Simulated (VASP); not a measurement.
# Sc in VASP: single point with PBEsol+D4

Aim: the single point of Sc with PBEsol+D4.

Everything below comes from runs of VASP 6.6.1. Logs are shortened: lines on timing, memory, paths and dates and some standing lists are left out, and cuts for length are marked.

**1. Starting point**

The cell holds a slab with vacuum, 3 atoms: a = 3.125 Å, b = 3.125 Å, c = 25.083 Å, α = 90.00°, β = 90.00°, γ = 120.00°.

The cell was built by a generator and needn't be a form met in nature.

**2. Single point, PBEsol+D4**

Contents of INCAR:

```
SYSTEM = Sc
  PREC = Accurate
  ENCUT = 520
  EDIFF = 1E-6
  ISMEAR = 1
  SIGMA = 0.1
  LREAL = .False.
  LASPH = .True.
  NELM = 100
  ALGO = Normal
  ISIF = 2
  LWAVE = .False.
  LCHARG = .False.
  LDIPOL = .True.
  IDIPOL = 3
  DIPOL = 0.5 0.5 0.382
  GGA = PS
  IVDW = 13
  NBANDS = 24
```

Contents of KPOINTS:

```
regular mesh
0
Gamma
  12 12 1
  0 0 0
```

Contents of POSCAR:

```
Sc
1.0
    3.1251716797      0.0000000000      0.0000000000
   -1.5625858399      2.7064780658      0.0000000000
    0.0000000000      0.0000000000     25.0826816454
Sc
3
Direct
    0.3333333333      0.6666666667      0.2790770181
    0.6666666667      0.3333333333      0.3802905372
    0.3333333333      0.6666666667      0.4864190029
```

Potentials or basis: VASP PAW PBE potentials, release 64 (Sc_sv).

On the command line:

```console
$ cat potpaw_PBE.64/Sc_sv/POTCAR > POTCAR
$ mpirun -np 1 vasp_std > vasp.out
```

OUTCAR:

```text
SYSTEM = Sc
   PREC = Accurate
   ENCUT = 520
   EDIFF = 1E-6
   ISMEAR = 1
   LREAL = .False.
   LASPH = .True.
   NELM = 100
   ISIF = 2
   GGA = PS
   IVDW = 13

 ion  position               nearest neighbor table
   1  0.333  0.667  0.279-   2 3.11   2 3.11   2 3.11
   2  0.667  0.333  0.380-   1 3.11   1 3.11   1 3.11   3 3.22   3 3.22   3 3.22
   3  0.333  0.667  0.486-   2 3.22   2 3.22   2 3.22

  LATTYP: Found a hexagonal cell.
 ALAT       =     3.1251716797
 C/A-ratio  =     8.0260171972

  Lattice vectors:

 A1 = (   3.1251716797,   0.0000000000,   0.0000000000)
 A2 = (  -1.5625858399,   2.7064780658,   0.0000000000)
 A3 = (   0.0000000000,   0.0000000000,  25.0826816454)

Analysis of symmetry for initial positions (statically):
=====================================================================
 Subroutine PRICEL returns:
 Original cell was already a primitive cell.

 Routine SETGRP: Setting up the symmetry group for a
 hexagonal supercell.

 Subroutine GETGRP returns: Found  6 space group operations
 (whereof  6 operations were pure point group operations)
 out of a pool of 24 trial point group operations.

The static configuration has the point symmetry C_3v.

Analysis of symmetry for dynamics (positions and initial velocities):
=====================================================================
 Subroutine PRICEL returns:
 Original cell was already a primitive cell.

 Routine SETGRP: Setting up the symmetry group for a
 hexagonal supercell.

 Subroutine GETGRP returns: Found  6 space group operations
 (whereof  6 operations were pure point group operations)
 out of a pool of 24 trial point group operations.

The dynamic configuration has the point symmetry C_3v.

 Subroutine INISYM returns: Found  6 space group operations
 (whereof  6 operations are pure point group operations),
 and found     1 'primitive' translations

----------------------------------------------------------------------------------------

                                     Primitive cell

  volume of cell :     212.1546

  direct lattice vectors                    reciprocal lattice vectors
     3.125171680  0.000000000  0.000000000     0.319982421  0.184741937  0.000000000
[... 83 lines left out ...]
   LREAL  =      F    real-space projection
   EDIFFG = 0.1E-04   stopping-criterion for IOM
   NSW    =      0    number of steps for IOM
   IBRION =     -1    ionic relax: 0-MD 1-quasi-New 2-CG
   NFREE  =      0    steps in history (QN), initial steepest desc. (CG)
   ISIF   =      2    stress and relaxation
   ISYM   =      2    0-nonsym 1-usesym 2-fastsym
   POTIM  = 0.5000    time-step for ionic-motion
   TEBEG  =    0.0;   TEEND  =   0.0 temperature during run
   PSTRESS=    0.0 pullay stress
   NELECT =      33.0000    total number of electrons
   NUPDOWN=      -1.0000    fix difference up-down
   EMIN   =  10.00;   EMAX   =-10.00  energy-range for DOS
   EFERMI =   0.00;   METHOD = LEGACY
   ISMEAR =     1;   SIGMA  =   0.10  broadening in eV -4-tet -1-fermi 0-gaus
   EFERMI_NEDOS =   21; number of points for ismear=-14 and -15
   IALGO  =     38    algorithm
   IMIX   =      4    mixing-type and parameters
     AMIX     =   0.40;   BMIX     =  1.00
     AMIX_MAG =   1.60;   BMIX_MAG =  1.00
  volume/ion in A,a.u.               =      70.72       477.23
  Fermi-wavevector in a.u.,A,eV,Ry     =   0.880431  1.663773 10.546677  0.775159
  Thomas-Fermi vector in A             =   2.000790
   LORBIT       =      0    0 simple, 1 ext, 2 COOP (PROOUT), +10 PAW based schemes
   GGA     = PS    functional components
   LHFCALC =     F    Hartree Fock is set to
   AEXX    =    0.0000 exact exchange contribution
   IVDW    =    13    specifies the selected vdW correction
   LEPSILON=     F    determine dielectric tensor
   LRPA    =     F    only Hartree local field effects (RPA)
 non-spin polarized calculation
 Methfessel and Paxton  Order N= 1 SIGMA  =   0.10
  energy-cutoff  :      520.00
  volume of cell :      212.15
 maximum number of plane-waves:      5741
 NGX is ok and might be reduce to    24
   NGX = 11   NGY = 11   NGZ = 93

 dipolmoment           0.000000      0.000000     -0.017361 electrons x Angstroem

 number of electron      33.0000008 magnetization

 dipolmoment           0.000000      0.000000      0.005900 electrons x Angstroem

 Free energy of the ion-electron system (eV)
  ---------------------------------------------------
  ext. energy  EPLUGINS =         0.00000000
  ---------------------------------------------------
  free energy    TOTEN  =       -18.16275579 eV

  energy without entropy =      -18.16035205  energy(sigma->0) =      -18.16195455

 E-fermi :  -1.0644     XC(G=0):  -4.0456

 val. band max:       -1.0746572183   @ k =   0.2500   0.0833   0.0000
 cond. band min:      -1.0515967722   @ k =   0.0000   0.0000   0.0000
 fundamental gap:      0.0230604460
 Fermi energy:        -1.0643616540

 k-point     1 :       0.0000    0.0000    0.0000
  band No.  band energies     occupation
      1     -50.3972      2.00000
      2     -50.2890      2.00000
      3     -49.8151      2.00000
      4     -29.2063      2.00000
      5     -29.1068      2.00000
      6     -28.8628      2.00000
[... 502 lines left out ...]
     23       1.2228      0.00000
     24       2.0266      0.00000

------------------------ aborting loop because EDIFF is reached ----------------------------------------

 vacuum level on the upper side and lower side of the slab       (xc-potential included)        -0.187        -0.313

  DFT-D4 for vdW energy calculation

  Edisp (eV):   -0.34218

  FORCE on cell =-STRESS in cart. coord.  units (eV):
  Direction    XX          YY          ZZ          XY          YZ          ZX
  --------------------------------------------------------------------------------------
  -------------------------------------------------------------------------------------
  Total       1.21662     1.21662    -0.30388    -0.00000     0.00000     0.00000
  in kB       9.18783     9.18783    -2.29491    -0.00000     0.00000     0.00000
  external pressure =        5.36 kB  Pullay stress =        0.00 kB

 VOLUME and BASIS-vectors are now :
 -----------------------------------------------------------------------------
  energy-cutoff  :      520.00
  volume of cell :      212.15
      direct lattice vectors                 reciprocal lattice vectors
     3.125171680  0.000000000  0.000000000     0.319982421  0.184741937  0.000000000
    -1.562585840  2.706478066  0.000000000     0.000000000  0.369483874  0.000000000
     0.000000000  0.000000000 25.082681645     0.000000000  0.000000000  0.039868145

 POSITION                                       TOTAL-FORCE (eV/Angst)
 -----------------------------------------------------------------------------------
     -0.00000      1.80432      7.00000        -0.000000     -0.000000     -0.057999
      1.56259      0.90216      9.53871        -0.000000      0.000000      0.215354
     -0.00000      1.80432     12.20069         0.000000     -0.000000     -0.157355
 -----------------------------------------------------------------------------------
    total drift:                                0.000000     -0.000000     -0.000158

  FREE ENERGIE OF THE ION-ELECTRON SYSTEM (eV)
  ---------------------------------------------------
  free  energy   TOTEN  =       -18.5049327828 eV

  energy  without entropy=      -18.5025290406  energy(sigma->0) =      -18.50413154

 vacuum level on the upper side and lower side of the slab         2.480         2.352
```

OSZICAR:

```text
N       E                     dE             d eps       ncg     rms          rms(c)
DAV:   1     0.622930524016E+03    0.62293E+03   -0.14401E+04  1024   0.113E+03
DAV:   2     0.570649286191E+01   -0.61722E+03   -0.60942E+03  1264   0.583E+02
DAV:   3    -0.209366428252E+02   -0.26643E+02   -0.25699E+02  1472   0.170E+02
DAV:   4    -0.219038837411E+02   -0.96724E+00   -0.94652E+00  1544   0.306E+01
[... 19 lines left out ...]
DAV:  24    -0.181627498444E+02   -0.77806E-05   -0.55024E-07   952   0.534E-03    0.873E-04
DAV:  25    -0.181627525227E+02   -0.26784E-05   -0.32075E-07   896   0.374E-03    0.777E-04
DAV:  26    -0.181627539743E+02   -0.14516E-05   -0.21958E-07   840   0.218E-03    0.307E-04
DAV:  27    -0.181627551335E+02   -0.11592E-05   -0.11105E-07   816   0.224E-03    0.346E-04
DAV:  28    -0.181627557936E+02   -0.66014E-06   -0.11886E-07   832   0.149E-03
   1 F= -.18504933E+02 E0= -.18504132E+02  d E =-.240374E-02
```

stdout:

```text
POSCAR found type information on POSCAR Sc
 POSCAR found :  1 types and       3 ions
 scaLAPACK will be used
 -----------------------------------------------------------------------------
|                                                                             |
|                                                                             |
|     You enforced a specific xc type in the INCAR file but a different       |
|     I HOPE YOU KNOW WHAT YOU ARE DOING!                                     |
|                                                                             |
 -----------------------------------------------------------------------------

 LDA part: xc-table for (Slater+PW92), standard interpolation
 POSCAR, INCAR and KPOINTS ok, starting setup
 FFT: planning ... GRIDC
 FFT: planning ... GRID_SOFT
 FFT: planning ... GRID
 WAVECAR not read
 entering main loop
```

Run time: 89 s. Hardware: 1 thread of Intel Xeon 6975P-C (Granite Rapids), shared host; peak memory 0.34 GiB.

What came out:

| Quantity | Value |
| --- | --- |
| Free energy | -18.5049 eV |
| Largest force | 0.215 eV/Å |
| Band gap on the k mesh | none (metal or under the smearing width) |
| Dispersion energy per atom | -0.114 eV |

Forces in eV/Å, atoms in the order of the input:
```
Sc   0.000  0.000 -0.058
Sc   0.000  0.000  0.215
Sc   0.000  0.000 -0.157
```

Caveat: the PAW data sets were made with another functional, which shifts forces and pressure a little.
